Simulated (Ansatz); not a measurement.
A run of Ansatz 0.2.0 is set up as follows.

input.yaml

```yaml
crystal:
  lattice:
    - [3.3914762718, 0.0, 0.0]
    - [-1.6957381359, 2.9371046077, 0.0]
    - [0.0, 0.0, 5.290053]
  atoms:
    - { symbol: Zr, position: [0.6666666667, 0.3333333333, 0.75] }
    - { symbol: Zr, position: [0.3333333333, 0.6666666667, 0.25] }
    - { symbol: C, position: [0.0, 0.0, 0.5] }
    - { symbol: C, position: [0.0, 0.0, 0.0] }
hamiltonian:
  xc: pbe
  pseudopotentials: { kind: paw }
kpoints:
  mp_grid: { grid: [9, 9, 5] }
scf:
  occupations: { method: fermi_dirac, width: 0.05 }
output:
  forces: true
  stress: true
  eigenvalues: true
```

Potentials or basis: Ansatz PAW.

The run is started by

```bash
$ ansatz run input.yaml --threads 2 --pin off --max-ram 5120MiB --backend cpu --events-out ev --progress --plain --runs-dir out
```

Question: Estimate the band gap on the k mesh.

Answer: None (metal or under the smearing width).

Question: Estimate the pressure.

Answer: -2.2 GPa.

Stress tensor (GPa, compression positive):
```
-3.08  0.00  0.00
 0.00 -3.08  0.00
 0.00  0.00 -0.55
```
